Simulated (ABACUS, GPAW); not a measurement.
## Equation of state of V under RPBE

```
CELL_PARAMETERS angstrom
-1.51435 1.51435 1.51435
1.51435 -1.51435 1.51435
1.51435 1.51435 -1.51435
ATOMIC_POSITIONS crystal
V 0.00000 0.00000 0.00000
```

The cell was scaled at fixed shape and fractions and run with GPAW, the program's PAW data sets (release 1.2.1) made for this functional, cutoff 600 eV; RPBE, k mesh 10 × 10 × 10 on the cell of 1 atom, fermi-dirac occupations of 0.05 eV, collinear spin, ferromagnetic start, no spin-orbit coupling. Energies are those that the program minimises, any entropy of the smearing included. For a metal such a mesh isn't converged to the digits shown. The moments vanished.

```csv
V (Å³/atom),energy over the lowest row (meV/atom)
13.0577,35.83
13.3355,16.57
13.6133,?
13.8912,0.00
14.1690,1.37
14.4468,8.33
14.7246,20.45
```

**Question.** Fit the third-order Birch-Murnaghan form, give V0, B0 and B′, and predict the energy left open.

**Answer.** With y = (V0/V)^(2/3), E = E0 + (9 V0 B0/16) [(y - 1)³ B′ + (y - 1)² (6 - 4y)]. Least squares through the rows shown give V0 = 13.9662 Å³/atom, E0 = -0.22 meV, B0 = 175.2 GPa (1 eV/Å³ = 160.218 GPa) and B′ = 3.88, with a largest miss of 0.02 meV. At V = 13.6133 the form with these constants gives 4.86 meV; the run gave 4.86 meV an atom. Other set-ups at this level, from all their volumes (Å³/atom, GPa): ABACUS, SG15 ONCV 1.2 PBE, plane waves (made for PBE): V0 13.863, B0 175.4. Measured volume: 13.83 Å³/atom at 300 K (a printed reference work), so the fit lies +1.0 % from it. The runs are for a static lattice.
